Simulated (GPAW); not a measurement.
# Energy mapping worked by hand: 1 ML Fe on Mo(110), 2 substrate layers

Can a spin model with one coupling foretell the energy of a further order of 1 ML Fe on Mo(110), 2 substrate layers?

Method: PBE; plane waves with GPAW's PAW setups, scalar-relativistic, in GPAW 26.7.0.

## Step 1: The starting structure

The cell holds 3 atoms: 2 Mo and 1 Fe. Its edges and angles: a = 2.725 Å, b = 2.725 Å, c = 18.323 Å, α = 90.0°, β = 90.0°, γ = 109.5°. pseudomorphic film on the substrate's lattice, hard-sphere layer spacings, unrelaxed, 14 A of vacuum. Vacuum lies along c.

Structure file:

```cif
data_structure
_symmetry_space_group_name_H-M 'P 1'
_symmetry_Int_Tables_number 1
_cell_length_a 2.7252
_cell_length_b 2.7252
_cell_length_c 18.3234
_cell_angle_alpha 90.000
_cell_angle_beta 90.000
_cell_angle_gamma 109.471
_cell_volume 128.30
loop_
_atom_site_label
_atom_site_type_symbol
_atom_site_fract_x
_atom_site_fract_y
_atom_site_fract_z
_atom_site_occupancy
Mo1 Mo 0.00000 0.00000 0.38203 1
Mo2 Mo 0.50000 0.50000 0.50346 1
Fe3 Fe 0.00000 0.00000 0.61797 1
```

## Step 2: The parallel order

All energies count from this run.

order1.py

```python
import json
import numpy as np
from ase import Atoms
from ase.parallel import paropen, parprint
from gpaw import GPAW

atoms = Atoms(['Mo', 'Mo', 'Fe'],
    cell=[[1.573415, -2.225145, 0.0],
         [1.573415, 2.225145, 0.0],
         [0.0, 0.0, 18.323355]],
    scaled_positions=[[0.0, 0.0, 0.382026],
         [0.5, 0.5, 0.503464],
         [0.0, 0.0, 0.617974]],
    pbc=True,
    magmoms=[0.0, 0.0, 2.8])
atoms.calc = GPAW(mode={'name': 'pw', 'ecut': 550},
    xc='PBE',
    kpts={'size': (10, 10, 1), 'gamma': True},
    occupations={'name': 'fermi-dirac', 'width': 0.05},
    convergence={'density': 1e-05, 'energy': 1e-05},
    maxiter=200,
    symmetry={'tolerance': 1e-4},
    txt='order1.txt')
e = atoms.get_potential_energy(force_consistent=True)
res = {'free_energy': e, 'energy_sigma0': atoms.get_potential_energy(), 'fermi_energy': atoms.calc.get_fermi_level()}
res['moments'] = atoms.get_magnetic_moments().tolist()
res['total'] = atoms.get_magnetic_moment()
parprint('site moments (muB):', np.round(res['moments'], 3))
parprint(f"total moment: {res['total']:.3f} muB")
parprint(f'free energy: {e:.6f} eV')
atoms.calc.write('order1.gpw')
with paropen('results.json', 'w') as f:
    json.dump(res, f)
```

Launch:

```
OMP_NUM_THREADS=1 mpirun -n 2 gpaw python order1.py > order1.log
```

The log of the run:

```text
site moments (muB): [-0.003 -0.09   2.703]
total moment: 2.624 muB
free energy: -29.025465 eV

--- order1.txt ---
Input parameters:
  mode=PW(ecut=550),
  convergence={'density': 1e-05, 'energy': 1e-05},
  kpts=MonkhorstPack(size=(10, 10, 1), gamma=True),
  maxiter=200,
  occupations=Occupations(name='fermi-dirac', width=0.05),
  symmetry=Symmetry(tolerance=0.0001),
  xc=XC(name='PBE')

Diagonalizing LCAO Hamiltonian
[...]
|         13 |        -1.046 |     1.000 |         0.008 |     1.000 |
|         14 |        -0.604 |     1.000 |         0.834 |     1.000 |
[...]
|         24 |         3.266 |     0.000 |         3.217 |     0.000 |
|         25 |         3.619 |     0.000 |         3.614 |     0.000 |
|         26 |         4.542 |     0.000 |         4.631 |     0.000 |
|         27 |         5.499 |     0.000 |         5.505 |     0.000 |

No gap
No difference between direct/indirect transitions

[key lines of the parts left out:]
Free energy:     -29.025465
Converged in 23 steps
dipole moment: (-19.391934, -0.000000, 0.013584)  # |e|*Ang
Fermi level: 1.335
```

Run time: 2 min. Hardware: 2 MPI ranks of Intel Xeon Platinum 8375C at 2.90GHz (Ice Lake), shared host; peak memory 0.58 GiB.

Spin moment in the augmentation sphere by atom:

```tsv
atom	spin moment in the augmentation sphere (μB)
Mo1	0.00
Mo2	-0.09
Fe3	2.70
```

Read from the output:

| Item | Value |
| --- | --- |
| magnetization | 2.624 μB |
| final state | ferromagnetic |

After 23 cycles the largest moment stands at 2.70 μB.

## Step 3: The orders used for the fit

The other orders were run with the same settings, on meshes that hold the same points. Free energies (smearing 0.05 eV, its entropy term included) are divided by the number of Fe atoms; q is in fractions of the reciprocal vectors of the first run's cell.

```tsv
order	atoms	mesh	free energy (eV)	eV per Fe	largest moment (μB)
F +	3	10×10×1	-29.0255	-29.0255	2.70
AF q=(1/2,1/2,0) +-	6	5×10×1	-57.7844	-28.8922	2.60
```

## Step 4: Counting neighbours

With E = −Σ J e_i·e_j over ordered pairs of unit vectors, turning a neighbour from parallel to opposed costs 2J a Fe atom. So an order lies 2 Σ n J over the parallel one, n being the opposed neighbours in each shell.

```tsv
shell	distance (Å)	neighbours	opposed in AF q=(1/2,1/2,0) +-	opposed in AF q=(0,1/2,0) +-
J1	2.73	4	4	2
J2	3.15	2	0	2
```

Only J1 is kept.

## Step 5: Solving

```
2 × 4 × J1 = +133.25 meV    (AF q=(1/2,1/2,0) +-)
J1 = +16.66 meV
```

## Step 6: The test

The couplings now give the orders that were left out:

```
2 × 2 × (+16.66) = +66.64 meV    (AF q=(0,1/2,0) +-)
```

The runs themselves:

```tsv
order	atoms	mesh	free energy (eV)	eV per Fe	largest moment (μB)	over the parallel order (meV)	foretold (meV)
AF q=(0,1/2,0) +-	6	10×5×1	-57.9906	-28.9953	2.67	+30.19	+66.64
```

## Step 7: One more shell

The miss asks for the next shell, which takes one more order into the fit and leaves none for a test.

```
2 × 4 × J1 = +133.25 meV    (AF q=(1/2,1/2,0) +-)
2 × 2 × J1 + 2 × 2 × J2 = +30.19 meV    (AF q=(0,1/2,0) +-)
J1 = +16.66 meV
J2 = -9.11 meV
```

## Step 8: Outcome

- J1 (Fe–Fe at 2.73 Å): 16.7 meV
- largest miss on the orders left out: 36 meV
- J1 with 2 shells: 16.7 meV
- J2 with 2 shells: -9.11 meV

**Reading.** The model misses the order left out by 36 meV, 27 % of the span of the orders, so it fails: these couplings alone don't describe the crystal. With the next shell added the couplings are J1 = +16.66 and J2 = -9.11 meV, untested. The first dropped shell that the test feels is J2 at 3.15 Å. The site moments spread by 3.8 % over the orders. In a metal couplings reach far, and the mesh was not tested. The couplings are effective ones: further shells with opposed neighbours are folded into them or show in the miss. No mean-field temperature is given: it needs a model that holds, an unfrustrated order and couplings in all three dimensions.

[Logs and program files are shortened in this print: banners, set-up blocks, solver, clock and traceback lines can be left out without a mark of their own.]

[Logs are printed without paths, hosts, clocks, repeated set-up lines and the standing remarks that a program may print on its own settings, such as how far it seeks lower states.]

[Hosts, paths, dates, database ids (printed as entryN), source tags and the programs' standing remarks are cut or masked in the printed files.]

[Where a cell is said to come from a database of computed structures, the database is the Materials Project.]
